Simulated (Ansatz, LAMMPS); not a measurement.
# Amorphous SiO2 (96 atoms): geometry optimisation, part 2 of 2

How does amorphous SiO2 (96 atoms) relax, and what do bonds, charges and levels look like afterwards?

Ansatz 0.2.0; Kohn-Sham DFT, PBE, PAW (set soft_2), plane waves.

The cell: 32 Si and 64 O. The quench rate of 50 K/ps is orders of magnitude faster than experiment. The starting topology of bonds comes from the classical model. The Brillouin zone is sampled at Γ only, in a cell whose shortest periodic width is 12 Å.

So far. Step 4 (Relaxation): The relaxation changed the energy by -30.0 meV/atom, and atoms moved by 0.16 Å r.m.s., 0.46 Å at most.

## 6. Single point at the relaxed geometry

One more single point at the end of the walk gives the fuller output and checks the residual forces.

Contents of input.yaml:

```yaml
crystal:
  lattice:
    - [11.6871, 0.0, 0.0]
    - [0.0, 11.6871, 0.0]
    - [0.0, 0.0, 11.6871]
  atoms:
    - { symbol: Si, position: [0.0996, 0.40356, 0.6986] }
    - { symbol: Si, position: [0.44044, 0.49663, 0.39899] }
    - { symbol: Si, position: [0.4503, 0.24967, 0.85813] }
    - { symbol: Si, position: [0.48772, 0.55737, 0.6419] }
    - { symbol: Si, position: [0.54, 0.81968, 0.87199] }
    - { symbol: Si, position: [0.9821, 0.01145, 0.60908] }
    - { symbol: Si, position: [0.11267, 0.21522, 0.49858] }
    - { symbol: Si, position: [0.70445, 0.22075, 0.94436] }
    - { symbol: Si, position: [0.93486, 0.93918, 0.36771] }
    - { symbol: Si, position: [0.62184, 0.44718, 0.84768] }
    - { symbol: Si, position: [0.87761, 0.67141, 0.60009] }
    - { symbol: Si, position: [0.2232, 0.63471, 0.63479] }
    - { symbol: Si, position: [0.29585, 0.69221, 0.86713] }
    - { symbol: Si, position: [0.83542, 0.36212, 0.14382] }
    - { symbol: Si, position: [0.10601, 0.76984, 0.01697] }
    - { symbol: Si, position: [0.25214, 0.42439, 0.91173] }
    - { symbol: Si, position: [0.51458, 0.05447, 0.01128] }
    - { symbol: Si, position: [0.63775, 0.78549, 0.63128] }
    - { symbol: Si, position: [0.05725, 0.80076, 0.76034] }
    - { symbol: Si, position: [0.98114, 0.16552, 0.26963] }
    - { symbol: Si, position: [0.17128, 0.89291, 0.24693] }
    - { symbol: Si, position: [0.47818, 0.92263, 0.48369] }
    - { symbol: Si, position: [0.85698, 0.6953, 0.34287] }
    - { symbol: Si, position: [0.77549, 0.17711, 0.68708] }
    - { symbol: Si, position: [0.51193, 0.14965, 0.60975] }
    - { symbol: Si, position: [0.67383, 0.63707, 0.02341] }
    - { symbol: Si, position: [0.84417, 0.42545, 0.70054] }
    - { symbol: Si, position: [0.29641, 0.73234, 0.41664] }
    - { symbol: Si, position: [0.40226, 0.04123, 0.25922] }
    - { symbol: Si, position: [0.66305, 0.54835, 0.25732] }
    - { symbol: Si, position: [0.92674, 0.59404, 0.10253] }
    - { symbol: Si, position: [0.36789, 0.2496, 0.41205] }
    - { symbol: O, position: [0.45967, 0.02204, 0.58222] }
    - { symbol: O, position: [0.03331, 0.23175, 0.38806] }
    - { symbol: O, position: [0.45629, 0.20253, 0.72821] }
    - { symbol: O, position: [0.37906, 0.3588, 0.88985] }
    - { symbol: O, position: [0.73696, 0.43967, 0.20998] }
    - { symbol: O, position: [0.75209, 0.44278, 0.80478] }
    - { symbol: O, position: [0.92811, 0.45526, 0.09525] }
    - { symbol: O, position: [0.09273, 0.31918, 0.58987] }
    - { symbol: O, position: [0.19954, 0.42478, 0.03178] }
    - { symbol: O, position: [0.4751, 0.23103, 0.50299] }
    - { symbol: O, position: [0.76805, 0.18256, 0.82829] }
    - { symbol: O, position: [0.92977, 0.9319, 0.50868] }
    - { symbol: O, position: [0.91981, 0.67532, 0.46744] }
    - { symbol: O, position: [0.65113, 0.14319, 0.63122] }
    - { symbol: O, position: [0.85228, 0.83368, 0.32198] }
    - { symbol: O, position: [0.62419, 0.63418, 0.1527] }
    - { symbol: O, position: [0.83562, 0.53945, 0.62116] }
    - { symbol: O, position: [0.5909, 0.30627, 0.88791] }
    - { symbol: O, position: [0.29031, 0.55749, 0.8618] }
    - { symbol: O, position: [0.8924, 0.0636, 0.32588] }
    - { symbol: O, position: [0.81325, 0.63898, 0.0289] }
    - { symbol: O, position: [0.48235, 0.97648, 0.35565] }
    - { symbol: O, position: [0.37573, 0.82785, 0.48299] }
    - { symbol: O, position: [0.60262, 0.85025, 0.75082] }
    - { symbol: O, position: [0.27762, 0.9833, 0.24195] }
    - { symbol: O, position: [0.43131, 0.14561, 0.94625] }
    - { symbol: O, position: [0.47514, 0.03291, 0.14053] }
    - { symbol: O, position: [0.39164, 0.17454, 0.2972] }
    - { symbol: O, position: [0.59824, 0.85917, 0.51976] }
    - { symbol: O, position: [0.92451, 0.63618, 0.23624] }
    - { symbol: O, position: [0.62735, 0.74601, 0.95107] }
    - { symbol: O, position: [0.06934, 0.11238, 0.18578] }
    - { symbol: O, position: [0.97139, 0.41765, 0.7535] }
    - { symbol: O, position: [0.13857, 0.52889, 0.64653] }
    - { symbol: O, position: [0.19706, 0.73236, 0.74806] }
    - { symbol: O, position: [0.88682, 0.26472, 0.2236] }
    - { symbol: O, position: [0.77243, 0.30219, 0.02984] }
    - { symbol: O, position: [0.18537, 0.36659, 0.79821] }
    - { symbol: O, position: [0.49301, 0.48066, 0.52823] }
    - { symbol: O, position: [0.04516, 0.92538, 0.70297] }
    - { symbol: O, position: [0.03911, 0.65243, 0.04605] }
    - { symbol: O, position: [0.87432, 0.08285, 0.66392] }
    - { symbol: O, position: [0.36927, 0.6161, 0.389] }
    - { symbol: O, position: [0.42027, 0.74977, 0.84523] }
    - { symbol: O, position: [0.0695, 0.91385, 0.33834] }
    - { symbol: O, position: [0.73197, 0.63019, 0.34884] }
    [... 12 atom lines left out ...]
    - { symbol: O, position: [0.61762, 0.52384, 0.96073] }
    - { symbol: O, position: [0.23675, 0.77677, 0.3006] }
    - { symbol: O, position: [0.6427, 0.1135, 0.00603] }
    - { symbol: O, position: [0.97927, 0.70774, 0.69243] }
    - { symbol: O, position: [0.11515, 0.85807, 0.12254] }
    - { symbol: O, position: [0.51131, 0.93666, 0.93905] }
kpoints:
  mp_grid: { grid: [1, 1, 1] }
hamiltonian:
  xc: pbe
scf:
  occupations: { method: fermi_dirac, width: 0.025 }
output:
  forces: true
  stress: true
  populations: true
  dos:
    method: { smearing: { sigma: 0.08 } }
    de: 0.05
    projected: { site_lists: { O: [O], Si: [Si] } }
  eigenvalues: true
  write_density: true
  write_potential: true
  volumetric_format: npy
```

Command:

```
> ansatz run input.yaml --threads 4 --pin off --max-ram 8192MiB --backend cpu --events-out ev --progress --plain --runs-dir out
```

Run time: 13 s. Hardware: 4 threads of Intel Xeon Platinum 8488C (Sapphire Rapids), shared host; peak memory 2 GiB; 50 s of CPU time.

The program notes that the exchange-correlation potential is rough where the density is thin.

The run gave:

```
free energy                                      : -56760.2267 eV
free energy per atom                             : -591.2524 eV/atom
SCF cycles                                       : 9
pressure                                         : -1.034 GPa
r.m.s. force component                           : 0.00582 eV/Å
longest force                                    : 0.02591 eV/Å
Fermi energy                                     : 4.065 eV
gap (highest filled to lowest empty level) : 2.295 eV
spilling of the projection                       : 0.01375
```

Löwdin charges by element and coordination (they lack the spilled electrons, 0.073 e an atom on average):

```csv
element,coordination,atoms,mean charge (e),spread,least,most
O,all,64,-0.783,0.0185,-0.873,-0.725
O,1,2,-0.853,0.0201,-0.873,-0.833
O,2,60,-0.783,0.0095,-0.805,-0.757
O,3,2,-0.729,0.0044,-0.734,-0.725
Si,all,32,1.79,0.0345,1.65,1.82
```

States in the cell by windows of 1 eV, zero at the Fermi level; the larger projections on atomic orbitals stand beside the total:

```csv
from (eV),to (eV),total,O p,Si p,O s,Si s
-18,-17,2.6,0.1,0.3,1.9,0.2
-17,-16,1.4,0.1,0.2,1.1,0.1
-16,-14,0.0,0.0,0.0,0.0,0.0
-14,-13,7.1,4.7,0.2,0.2,1.9
-13,-12,13.0,8.6,0.6,0.5,3.2
-12,-11,19.9,13.8,1.7,0.9,3.3
-11,-10,23.6,17.4,3.5,0.6,1.8
-10,-9,43.1,33.4,8.3,0.3,0.5
-9,-8,21.8,17.2,3.8,0.3,0.2
-8,-7,30.1,24.8,3.2,1.5,0.1
-7,-6,69.9,62.9,3.7,1.6,0.1
-6,-5,81.1,75.8,2.6,1.1,0.1
-5,-4,57.2,55.0,1.0,0.5,0.1
-4,-3,5.3,5.1,0.1,0.0,0.0
-3,-2,3.9,3.3,0.1,0.3,0.1
-2,-1,8.0,7.2,0.6,0.1,0.0
-1,1,0.0,0.0,0.0,0.0,0.0
1,2,2.0,0.1,0.1,0.4,1.1
2,3,9.9,1.0,2.4,2.0,3.5
3,4,19.7,1.8,7.4,3.3,4.5
4,5,42.0,3.8,19.6,4.6,3.8
```

Between -25 and -18 eV lie 124 more states.

The levels nearest the highest filled one (over half full), pooled over k-points and spins:

```csv
level less the highest filled one (eV),occupation
-1.77,2
-1.59,2
-0.306,2
-0.252,2
-0.129,2
0,2
2.29,0
3.26,0
3.86,0
3.87,0
3.94,0
4.05,0
```

Valence density in the ab plane at fractional z = 0.626, with atoms of Si and O within 0.2 Å of it. It is the smooth field of the valence electrons, not physical close to the nuclei.

Ten steps, logarithmic in the rise over the least value, from '0' (0.0 e/Å³) to '9' (6.6 e/Å³), each cell a mean:
```
443210000000134543100000000112333
444310000000012221111100000001223
333210000000000011122211110000112
121100000000000001233323333210001
111000000000000001232235788531111
321111111100000012343246899743333
431112332211110124676445788643455
431113333344432246998532344432455
211223212568864347998521123443333
112456533578975335664210135775321
024798743356654223332100258997420
024799642122233333311000247996410
123566421000112333210000134664211
123333210000001121100000123332211
235553200000000000000000134442111
357874210000000000000001368863211
257874200000000000000002489974201
135543100000011221111112468863100
012221000000012333234443344432100
112221000000013332357886433332110
234432000000012322468997433455432
456642100000124443346775324688643
345431000000246764322332113577653
233210000000247764210000001344432
```
Columns run along a (11.7 Å), rows up along b (11.7 Å). Atoms in or near the plane, at fractional coordinates: Si at (0.49, 0.56), Si at (0.98, 0.01), Si at (0.22, 0.63), Si at (0.64, 0.79), Si at (0.51, 0.15), O at (0.65, 0.14), O at (0.84, 0.54), O at (0.81, 0.30), O at (0.58, 0.66), O at (0.77, 0.76).

Electrostatic potential energy in the ab plane at fractional z = 0.626, with atoms of Si and O within 0.2 Å of it. With pseudopotentials it is smooth inside the atoms' cores, unlike the true potential.

Ten even steps from '0' (-50 eV) to '9' (8 eV), each cell a mean:
```
258999999999999899999999999998631
789999999999999999999999999999877
999999999999999999998889999999999
999999999999999999874357999999999
999999999999999999730005545899999
999999999999999999730015201488899
999998777899999999654468633533578
999986312588999996103799987400168
999984000364368775214899998511368
999975211552245212578999998546789
999622567887673000589999994015999
999512699999986223789999995126999
998767999999998778899999998668999
987778999999999999999999988767899
987678999999999999999999998778899
985368999999999999999999974379999
984359999999999999999999941159999
998899999999999998999999864479999
999999999999998765789898766789999
999999999999997400265336644789999
999999999999997200152015766778999
787899999999998633576558888743687
258999999999997578899999999854531
037999999999996469999999999998500
```
Columns run along a (11.7 Å; values clipped at the 3rd and 97th percentile), rows up along b (11.7 Å). Atoms in or near the plane, at fractional coordinates: Si at (0.49, 0.56), Si at (0.98, 0.01), Si at (0.22, 0.63), Si at (0.64, 0.79), Si at (0.51, 0.15), O at (0.65, 0.14), O at (0.84, 0.54), O at (0.81, 0.30), O at (0.58, 0.66), O at (0.77, 0.76).

Mean Löwdin charges: O -0.78, Si +1.79 e (they miss 1.4 % of the electrons, so they add up to more than the cell's charge). The largest share in the top eV of filled states is O p (92 % of the projected weight), and in the lowest eV of empty states Si s (55 % of the projected weight).

Local excerpt of 11 atoms (numbers count through the whole input) about Si6, picked at random; x, y, z are measured from there.

```csv
atom,x,y,z,distance (Å),bonds,Löwdin charge (e)
Si6,0.00,0.00,0.00,0.00,4,1.80
O81,1.17,0.99,-0.49,1.61,2,-0.79
O44,-0.61,-0.93,-1.17,1.62,2,-0.80
O74,-1.26,0.83,0.64,1.64,2,-0.78
O72,0.74,-1.01,1.10,1.66,2,-0.77
Si9,-0.55,-0.84,-2.82,3.00,4,1.78
Si7,1.53,2.38,-1.29,3.11,4,1.79
Si19,0.88,-2.46,1.77,3.16,4,1.79
Si24,-2.41,1.94,0.91,3.23,4,1.80
O77,1.02,-1.14,-3.16,3.52,2,-0.79
O52,-1.05,0.61,-3.31,3.52,2,-0.79
```

The column of bonds counts only the pairs O-Si within 2.16 Å; other neighbours, such as metal atoms beside each other in a compound, aren't counted, and periodic images can show an atom twice.

## 7. Functional HSE06

HSE06 mixes in a quarter of exact exchange at short range, which counters self-interaction, at a higher cost.

This step: Kohn-Sham DFT, HSE06, PAW (set soft_2), plane waves (Ansatz 0.2.0).

input.yaml, as its differences from that of step 6:

```diff
@@ -10,3 +10,3 @@
 hamiltonian:
-  xc: pbe
+  xc: hse06
 scf:
@@ -22,4 +22 @@
   eigenvalues: true
-  write_density: true
-  write_potential: true
-  volumetric_format: npy
```

The job ended after 3.3 min (4 threads; peak memory 4.8 GiB).

The program notes that the exchange threshold is loose for the stress and the SCF threshold is loose for the stress.

Geometry and reference: those of the single point at the relaxed geometry.

Forces differ from those of the single point at the relaxed geometry by 186 meV/Å r.m.s.; the pressure by -4.2 GPa and the gap by +1.6 eV. It took 3.3 min and 17 cycles; the reference's time can't be set against it, since the two runs asked for unlike analyses.

The run gave:

- free energy: -56769.6636 eV
- free energy per atom: -591.3507 eV/atom
- SCF cycles: 17
- pressure: -5.191 GPa
- r.m.s. force component: 0.1858 eV/Å
- longest force: 0.9215 eV/Å
- Fermi energy: 3.761 eV
- gap (highest filled to lowest empty level): 3.89 eV
- spilling of the projection: 0.01396

Length of the force by element and coordination:

```csv
element,coordination,atoms,mean length of the force (eV/Å),spread,least,most
O,all,64,0.358,0.154,0.0874,0.921
O,1,2,0.889,0.0328,0.856,0.921
O,2,60,0.346,0.120,0.132,0.582
O,3,2,0.164,0.0768,0.0874,0.241
Si,all,32,0.0734,0.0401,0.0185,0.180
```

Löwdin charges by element and coordination (they lack the spilled electrons, 0.074 e an atom on average):

```csv
element,coordination,atoms,mean charge (e),spread,least,most
O,all,64,-0.814,0.0198,-0.913,-0.755
O,1,2,-0.892,0.0204,-0.913,-0.872
O,2,60,-0.813,0.0098,-0.836,-0.786
O,3,2,-0.759,0.0036,-0.762,-0.755
Si,all,32,1.85,0.0329,1.72,1.89
```

Density of states as counts of states in windows of 1 eV (from the Fermi level), total and the larger projections:

```csv
from (eV),to (eV),total,O p,Si p
-10,-9,18.5,14.9,2.8
-9,-8,35.3,30.0,3.1
-8,-7,67.7,61.9,3.0
-7,-6,77.0,72.5,2.2
-6,-5,54.1,52.1,0.8
-5,-4,5.2,5.0,0.1
-4,-3,4.0,3.5,0.1
-3,-2,5.5,5.0,0.4
-2,-1,2.5,2.3,0.1
-1,1,0.0,0.0,0.0
1,2,1.4,0.1,0.0
2,3,1.1,0.1,0.1
3,4,10.7,0.8,3.0
4,5,23.0,1.8,9.3
```

Between -26 and -10 eV lie 237 more states.

The levels nearest the highest filled one (over half full), pooled over k-points and spins:

```csv
level less the highest filled one (eV),occupation
-1.88,2
-1.69,2
-0.274,2
-0.231,2
-0.109,2
0,2
3.89,0
4.96,0
5.52,0
5.53,0
5.59,0
5.68,0
```

## 8. Functional r2SCAN (500 eV)

The meta-GGA r2SCAN uses the kinetic energy density as well as the density and its gradient. Besides, the cutoff goes from 420 to 500 eV.

This step: Kohn-Sham DFT, r2SCAN, PAW (set soft_2), plane waves (Ansatz 0.2.0).

input.yaml, as its differences from that of step 7:

```diff
@@ -10,3 +10,3 @@
 hamiltonian:
-  xc: hse06
+  xc: r2scan
 scf:
```

Elapsed: 35 s, on 4 threads; peak memory 4.4 GiB; 2.2 min of CPU time.

Geometry and reference: those of the single point at the relaxed geometry.

Forces differ from those of the single point at the relaxed geometry by 157 meV/Å r.m.s.; the pressure by -4.0 GPa and the gap by +0.57 eV. It took 35 s and 9 cycles; the reference's time can't be set against it, since the two runs asked for unlike analyses.

## 9. Functional PBEsol

PBEsol restores the gradient expansion of exchange for slowly varying densities and usually gives shorter bonds in solids than PBE.

This step: Kohn-Sham DFT, PBEsol, PAW (set soft_2), plane waves (Ansatz 0.2.0).

input.yaml, as its differences from that of step 8:

```diff
@@ -10,3 +10,3 @@
 hamiltonian:
-  xc: r2scan
+  xc: pbesol
 scf:
```

It took 16 s on 4 threads; peak memory 2 GiB; 57 s of CPU time.

Geometry and reference: those of the single point at the relaxed geometry.

Forces differ from those of the single point at the relaxed geometry by 61 meV/Å r.m.s.; the pressure by -2.0 GPa and the gap by -0.005 eV.

## 10. Cost against change

Differences are against the single point at the relaxed geometry (Kohn-Sham DFT, PBE, PAW (set soft_2), plane waves), whose r.m.s. force component is 0.00582 eV/Å. Times are for 4 threads of Intel Xeon Platinum 8488C (Sapphire Rapids), shared host. The reference's time includes grids, which some other runs skip.

```csv
run,"Δ force, r.m.s. (meV/Å)",Δ pressure (GPa),Δ gap (eV),cycles,time,host memory (GiB)
reference,-,-,-,9,13 s,2.0
functional HSE06,186,-4.16,1.60,17,3.3 min,4.8
functional r2SCAN (500 eV),157,-4.00,0.573,9,35 s,4.4
functional PBEsol,61.3,-2.01,-0.005,10,16 s,2.0
```

## 11. Outcome

* energy change in the relaxation: -30.05 meV/atom
* r.m.s. displacement: 0.162 Å
* largest displacement: 0.458 Å
* free energy per atom: -591.2524 eV/atom
* pressure: -1.034 GPa
* r.m.s. force component: 0.00582 eV/Å
* gap (highest filled to lowest empty level): 2.295 eV
* wall time of the 6 DFT runs: 6.1 min

Relaxation lowers the energy by 30.0 meV/atom and moves atoms by 0.16 Å r.m.s.; the r.m.s. force component goes from 0.79 to 0.0058 eV/Å. By the final cutoffs 0 of 127 bonded pairs parted and 1 joined. From the first step to the last the energy fell by 2.885 eV, and the largest move was 0.46 Å (O64). The O-Si bonds go from 1.621 Å (spread 0.018) to 1.639 Å (spread 0.046), and their number from 127 to 128. Counting bonds as in the table, 94 % of O atoms have 2 and all Si atoms have 4 bonded neighbours. 94 % of the oxygens bridge two formers (Si) and 3 % are non-bridging; 3 % join three. Between filled and empty levels lie 2.29 eV (at Γ alone); a semilocal functional tends to put such gaps too low. In a disordered cell it changes from sample to sample, and tail or defect levels can set it.

Among the changes of functional, dispersion, potentials or spin set against this reference, functional HSE06 moves the forces most, by 186 meV/Å r.m.s. The gap changes by +1.60 eV with HSE06.

**Limits.** The network of bonds at the start is that of the classical potential that made the cell; in DFT 0 of its 127 bonded pairs passed out of the cutoffs and 1 came within them.

Calculation beside experiment:

```csv
quantity,measured,this cell,difference,method of the measurement
nearest Si–O distance,1.61 Å,1.64 Å,+1.8 %,"high-energy XRD, PDF Gaussian fit"
nearest Si–Si distance,3.08 Å,3.12 Å,+1.3 %,"diffraction, Gaussian radial peak fit"
nearest O–O distance,2.63 Å,2.67 Å,+1.5 %,"diffraction, Gaussian radial peak fit"
number of O about Si,4,4,+0.0 %,"high-energy XRD, PDF Gaussian fit"
Si–O–Si angle,148.3 °,144 °,-2.8 %,"x-ray and neutron diffraction, model fit"
```

The cell differs from the measured distances by up to 1.8 %, neighbour counts by up to 0.0 % and angles by up to 2.8 %. Distances of this cell are positions of the first main peak of g(r), or bond means where the peak is narrow; means over all bonds within a cutoff lie farther out for broad shells. The network comes from the model that made the cell; in DFT 0 of its 127 bonded pairs passed out of the cutoffs and 1 came within them. Our coordination numbers hang on a cutoff, and experiments count neighbours in their own ways.

[Logs are printed without paths, hosts, clocks, repeated set-up lines and the standing remarks that a program may print on its own settings, such as how far it seeks lower states.]

[Hosts, paths, dates, database ids (printed as entryN), source tags and the programs' standing remarks are cut or masked in the printed files.]
